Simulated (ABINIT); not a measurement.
# AlN (P6_3mc): a self-consistent loop beyond G0W0, cycle by cycle

How far does self-consistency move the gap of AlN (P6_3mc)?

Calculated with ABINIT 10.8.3; LDA and many-body steps on it, plane waves.

The database entry behind the starting cell differs from later determinations by our own check (inner coordinate u about 0.002 short), so it need not match the best structure at ambient conditions.

## 1. Set-up

It takes space group P6_3mc (No. 186, hexagonal). The conventional cell has a = 3.113 Å, b = 3.113 Å, c = 4.981 Å, α = 90.00°, β = 90.00°, γ = 120.00°. Nearest to Al lie 4 N at 1.89 Å. Nearest to N lie 4 Al at 1.89 Å. Farther neighbours and most contacts between anions are not listed.

The cell and positions come from the Crystallography Open Database and are kept as given unless a step says otherwise.

## 2. Empty states on the mesh, 6×6×4 mesh, 142 bands

This step: ABINIT 10.8.3; DFT, LDA, plane waves, norm-conserving pseudopotentials.

The sums over transitions need many empty states on a uniform mesh; this step solves for them.

Contents of run.abi:

```
acell 3*1.0 Angstrom
rprim 
  3.113000000011 -0.000000000003 0.000000000000
  -1.556500000003 2.695937081992 0.000000000000
  0.000000000000 0.000000000000 4.981000000000
ntypat 2
znucl 13 7
natom 4
typat 1 1 2 2
xred 
  0.333333333333 0.666666666667 0.000000000000
  0.666666666667 0.333333333333 0.500000000000
  0.333333333333 0.666666666667 0.380000000000
  0.666666666667 0.333333333333 0.880000000000
pp_dirpath "pseudos"
pseudos "Al.upf, N.upf"
ecut 36
ngkpt 6 6 4
nshiftk 1
shiftk 0 0 0
kptopt 1
chksymbreak 0
irdden 1
istwfk *1
nband 142
prtvol 0
optdriver 6
gwr_task "HDIAGO"
paral_kgb 0
occopt 1
indata_prefix "in"
outdata_prefix "out"
tmpdata_prefix "tmp"
```

Run with:

```
$ OMP_NUM_THREADS=1 mpirun -n 4 abinit run.abi > log
```

The program printed:

```text
.Version 10.8.3 of ABINIT. v10.8.2 released Aug 2026.

 Symmetries : space group P6_3 m c (#186); Bravais hP (primitive hexag.)
[... echo of the input left out ...]
== DATASET  1 ==================================================================
-   mpi_nproc: 4, omp_nthreads: 1 (-1 if OMP is not activated)

--- !DatasetInfo
iteration_state: {dtset: 1, }
dimensions: {natom: 4, nkpt: 21, mband: 142, nsppol: 1, nspinor: 1, nspden: 1, mpw: 2934, }
cutoff_energies: {ecut:  36.0, pawecutdg:  -1.0, }
[...]
Direct band gap semiconductor
 Fundamental gap:     4.255 (eV)
   VBM:     5.659 (eV) at k: [ 0.0000E+00,  0.0000E+00,  0.0000E+00]
   CBM:     9.914 (eV) at k: [ 0.0000E+00,  0.0000E+00,  0.0000E+00]
 Direct gap:         4.255 (eV) at k: [ 0.0000E+00,  0.0000E+00,  0.0000E+00]

== END DATASET(S) ==============================================================
================================================================================

 -outvars: echo values of variables after computation  --------
           etotal      0.0000000000E+00
            nband         142
             nkpt          21
          spgroup         186
 [... the other variables as echoed above ...]

 Calculation completed.
```

Wall time 2 min (4 MPI ranks of Arm Neoverse V1, shared host); peak memory 2.1 GiB; 8.1 min of CPU time.

This step gave:

- gap: 4.255 eV
- k of the valence top: 0, 0, 0
- k of the conduction bottom: 0, 0, 0
- least direct gap: 4.255 eV
- k points computed: 21
- lowest point of the top converged band, above the valence top: 107.8281 eV

On this mesh the gap is 4.255 eV.

The density comes from a self-consistent run that is not shown.

## 3. Screening, 6×6×4 mesh, 134 bands, screening to 179.6 eV

The RPA dielectric matrix is built and inverted for each q.

This step: RPA screening on LDA, plane waves, norm-conserving pseudopotentials.

Edit run.abi of step 2 so:

```diff
@@ -22,10 +22,11 @@
 chksymbreak 0
-irdden 1
 istwfk *1
-nband 142
-prtvol 0
-optdriver 6
-gwr_task "HDIAGO"
-paral_kgb 0
 occopt 1
+irdwfk 1
+optdriver 3
+nband 134
+ecuteps 6.6
+inclvkb 2
+awtr 1
+symchi 1
 indata_prefix "in"
```

The program printed:

```text
.Version 10.8.3 of ABINIT. v10.8.2 released Aug 2026.

 Symmetries : space group P6_3 m c (#186); Bravais hP (primitive hexag.)
[... echo of the input left out ...]
== DATASET  1 ==================================================================
-   mpi_nproc: 4, omp_nthreads: 1 (-1 if OMP is not activated)

--- !DatasetInfo
iteration_state: {dtset: 1, }
dimensions: {natom: 4, nkpt: 21, mband: 134, nsppol: 1, nspinor: 1, nspden: 1, mpw: 2934, }
cutoff_energies: {ecut:  36.0, pawecutdg:  -1.0, }
electrons: {nelect:   1.60000000E+01, charge:   0.00000000E+00, occopt:   1.00000000E+00, tsmear:   1.00000000E-02, }

 SCREENING: Calculation of the susceptibility and dielectric matrices

 Based on a program developped by R.W. Godby, V. Olevano, G. Onida, and L. Reining.
 Incorporated in ABINIT by V. Olevano, G.-M. Rignanese, and M. Torrent.
.Using double precision arithmetic ; gwpc =  8

[... cell and pseudopotentials left out ...]
--------------------------------------------------------------------------------

 ==== K-mesh for the wavefunctions ====
 Number of points in the irreducible wedge :    21
[... list of points left out ...]
 Together with 12 symmetry operations and time-reversal symmetry
 yields   144 points in the full Brillouin Zone.

 ==== Q-mesh for the screening function ====
 Number of points in the irreducible wedge :    21
[... list of points left out ...]
 Together with 12 symmetry operations and time-reversal symmetry
 yields   144 points in the full Brillouin Zone.

 setmesh: FFT mesh size selected  =    20x   20x   36
          total number of points  =        14400

 vcoul_init : cutoff-mode = AUXILIARY_FUNCTION
 q-points for optical limit:   1
     1)      0.000010    0.000020    0.000030

- screening: taking advantage of time-reversal symmetry
- Maximum band index for partially occupied states nbvw = 8
- Remaining bands to be divided among processors   nbcw = 126
- Number of bands treated by each node ~31

 Number of electrons calculated from density =   16.0000; Expected =   16.0000
 average of density, n =  0.056718
 r_s =    1.6146
 omega_plasma =   22.9728 [eV]

 calculating chi0 at frequencies [eV] :
  1    0.000000E+00    0.000000E+00
  2    0.000000E+00    2.297283E+01

--------------------------------------------------------------------------------
  q-point number  1        q = ( 0.000000, 0.000000, 0.000000) [r.l.u.]
--------------------------------------------------------------------------------
[... chi0 elements left out ...]
 For q-point:  0.000010 0.000020 0.000030
  dielectric constant =   4.2839
  dielectric constant without local fields =   4.7149

  Average fulfillment of the sum rule on Im[epsilon] for q-point    1 :     85.30  [%]
[... wings left out ...]
  q-point number  2        q = ( 0.166667, 0.000000, 0.000000) [r.l.u.]
--------------------------------------------------------------------------------
[... chi0 elements left out ...]
  Average fulfillment of the sum rule on Im[epsilon] for q-point    2 :     91.58  [%]

 [... 19 further q-points ...]
```

Elapsed: 2.6 min, on 4 MPI ranks; peak memory 1.2 GiB; 10 min of CPU time.

Numbers from this step:

```
ε∞ with local fields, on this mesh, along the program's q direction : 4.284
the same without local fields                                       : 4.715
plasma frequency                                                    : 22.97 eV
plane waves in the screening matrix                                 : 233
```

Local fields lower ε∞ by 9 %.

## 4. G0W0

The self-energy is evaluated for the states that the input lists, and the levels follow from it, in one-shot runs by the linearised quasiparticle equation.

This step: G0W0 on LDA, plane waves, norm-conserving pseudopotentials.

Edit run.abi of step 3 so:

```diff
@@ -25,8 +25,21 @@
 irdwfk 1
-optdriver 3
+optdriver 4
 nband 134
+gwcalctyp 0
+ecutsigx 36
+symsigma 1
+nkptgw 4
+kptgw 
+  0.0000000000 0.0000000000 0.0000000000
+  0.5000000000 0.0000000000 0.0000000000
+  0.0000000000 0.0000000000 0.5000000000
+  0.5000000000 0.0000000000 0.5000000000
+bdgw 
+  6 10
+  7 10
+  5 10
+  7 10
 ecuteps 6.6
-inclvkb 2
-awtr 1
-symchi 1
+irdscr 1
+ppmodel 1
 indata_prefix "in"
```

The program printed:

```text
.Version 10.8.3 of ABINIT. v10.8.2 released Aug 2026.

 Symmetries : space group P6_3 m c (#186); Bravais hP (primitive hexag.)
[... echo of the input left out ...]
== DATASET  1 ==================================================================
-   mpi_nproc: 4, omp_nthreads: 1 (-1 if OMP is not activated)

--- !DatasetInfo
iteration_state: {dtset: 1, }
dimensions: {natom: 4, nkpt: 21, mband: 134, nsppol: 1, nspinor: 1, nspden: 1, mpw: 2934, }
cutoff_energies: {ecut:  36.0, pawecutdg:  -1.0, }
electrons: {nelect:   1.60000000E+01, charge:   0.00000000E+00, occopt:   1.00000000E+00, tsmear:   1.00000000E-02, }

 SIGMA: Calculation of the GW corrections

 Based on a program developped by R.W. Godby, V. Olevano, G. Onida, and L. Reining.
 Incorporated in ABINIT by V. Olevano, G.-M. Rignanese, and M. Torrent.
.Using double precision arithmetic ; gwpc =  8

[... cell and pseudopotentials left out ...]
--------------------------------------------------------------------------------

 ==== K-mesh for the wavefunctions ====
 Number of points in the irreducible wedge :    21
[... list of points left out ...]
 Together with 12 symmetry operations and time-reversal symmetry
 yields   144 points in the full Brillouin Zone.

 ==== Q-mesh for screening function ====
 Number of points in the irreducible wedge :    21
[... list of points left out ...]
 Together with 12 symmetry operations and time-reversal symmetry
 yields   144 points in the full Brillouin Zone.

 vcoul_init : cutoff-mode = AUXILIARY_FUNCTION
 q-points for optical limit:   1
     1)      0.000010    0.000020    0.000030
 setmesh: FFT mesh size selected  =    27x   27x   54
          total number of points  =        39366

 Number of electrons calculated from density =   16.0000; Expected =   16.0000
 average of density, n =  0.056718
 r_s =    1.6146
 omega_plasma =   22.9728 [eV]

 === KS Band Gaps ===
  >>>> For spin  1
   Minimum direct gap =   4.2550 [eV], located at k-point      :   0.0000  0.0000  0.0000
   Fundamental gap    =   4.2550 [eV], Top of valence bands at :   0.0000  0.0000  0.0000
                                       Bottom of conduction at :   0.0000  0.0000  0.0000
 SIGMA fundamental parameters:
 PLASMON POLE MODEL  1
 number of plane-waves for SigmaX                 2863
 number of plane-waves for SigmaC and W            233
 number of plane-waves for wavefunctions          2863
 number of bands                                   134
 number of independent spin polarizations            1
 number of spinorial components                      1
 number of k-points in IBZ                          21
 number of q-points in IBZ                          21
 number of symmetry operations                      12
 number of k-points in BZ                          144
 number of q-points in BZ                          144
 number of frequencies for dSigma/dE                 9
 frequency step for dSigma/dE [eV]                0.25
 number of omega for Sigma on real axis              0
 max omega for Sigma on real axis  [eV]           0.00
 zcut for avoiding poles [eV]                     0.10

 EPSILON^-1 parameters (SCR file):
 dimension of the eps^-1 matrix on file            233
 dimension of the eps^-1 matrix used               233
 number of plane-waves for wavefunctions          2863
 number of bands                                   134
 number of q-points in IBZ                          21
 number of frequencies                               2
 number of real frequencies                          1
 number of imag frequencies                          1

 matrix elements of self-energy operator (all in [eV])

 Perturbative Calculation

--- !SelfEnergy_ee
iteration_state: {dtset: 1, }
kpoint     : [   0.000,    0.000,    0.000, ]
spin       : 1
KS_gap     :    4.255
QP_gap     :    5.788
Delta_QP_KS:    1.533
data: !SigmaeeData |
     Band     E0 <VxcDFT>   SigX SigC(E0)      Z dSigC/dE  Sig(E)    E-E0       E
        6   5.481 -16.803 -20.935   3.074   0.786  -0.272 -17.635  -0.833   4.648
        7   5.481 -16.803 -20.935   3.074   0.786  -0.272 -17.635  -0.833   4.648
        8   5.659 -16.908 -20.973   3.036   0.786  -0.272 -17.717  -0.809   4.850
        9   9.914 -12.746  -8.139  -3.720   0.816  -0.226 -12.022   0.724  10.638
       10  12.222 -11.101  -5.870  -4.246   0.825  -0.212 -10.289   0.812  13.034

--- !SelfEnergy_ee
iteration_state: {dtset: 1, }
kpoint     : [   0.500,    0.000,    0.000, ]
spin       : 1
KS_gap     :    6.364
QP_gap     :    8.030
Delta_QP_KS:    1.666
data: !SigmaeeData |
     Band     E0 <VxcDFT>   SigX SigC(E0)      Z dSigC/dE  Sig(E)    E-E0       E
        7   3.866 -14.832 -19.233   3.109   0.787  -0.271 -15.848  -1.016   2.850
[...]
--- !SelfEnergy_ee
iteration_state: {dtset: 1, }
kpoint     : [   0.000,    0.000,    0.500, ]
spin       : 1
KS_gap     :    6.945
QP_gap     :    8.725
Delta_QP_KS:    1.781
data: !SigmaeeData |
     Band     E0 <VxcDFT>   SigX SigC(E0)      Z dSigC/dE  Sig(E)    E-E0       E
[...]
--- !SelfEnergy_ee
iteration_state: {dtset: 1, }
kpoint     : [   0.500,    0.000,    0.500, ]
spin       : 1
KS_gap     :    6.595
QP_gap     :    8.307
Delta_QP_KS:    1.712
data: !SigmaeeData |
     Band     E0 <VxcDFT>   SigX SigC(E0)      Z dSigC/dE  Sig(E)    E-E0       E
[...]
8   4.299 -15.743 -20.221   3.219   0.784  -0.275 -16.731  -0.988   3.311
        9  10.894 -10.410  -5.562  -3.974   0.829  -0.206  -9.686   0.725  11.619
       10  10.894 -10.410  -5.562  -3.974   0.829  -0.206  -9.686   0.725  11.619

== END DATASET(S) ==============================================================
================================================================================

 -outvars: echo values of variables after computation  --------
           etotal      0.0000000000E+00
            nband         134
             nkpt          21
          spgroup         186
 [... the other variables as echoed above ...]

 Calculation completed.
```

It took 52 s on 4 MPI ranks; peak memory 1.3 GiB; 3.5 min of CPU time.

This step gave:

| Property | Result |
| --- | --- |
| G0W0 gap on the mesh | 5.788 eV |
| starting gap on the mesh | 4.255 eV |
| k of the valence top | 0, 0, 0 |
| k of the conduction bottom | 0, 0, 0 |
| Z at the valence top | 0.786 |
| Z at the conduction bottom | 0.816 |
| least direct G0W0 gap on the computed points | 5.788 eV |

The gap on the mesh goes from 4.26 eV to 5.79 eV, a correction of +1.53 eV.

(Part 1 of 2 ends here.)

[Paths, hosts, dates, memory and timing lines, banners, echoed tables and standing remarks are left out of the program output.]

[Logs are printed without paths, hosts, clocks, repeated set-up lines and the standing remarks that a program may print on its own settings, such as how far it seeks lower states.]

[Runs of the session that timed out or met a known fault of the program may be left out.]

[Hosts, paths, dates, database ids (printed as entryN), source tags and the programs' standing remarks are cut or masked in the printed files.]

[G0W0 gaps are taken among the corrected bands and points alone; a level outside them can change the order at an edge.]

[Where Ansatz stands beside ABINIT at settings called matched, ABINIT's density can come from a denser mesh and the files from another edition; pairs whose starting gaps differed by over 0.03 eV were left out, so agreement reads better than it is.]
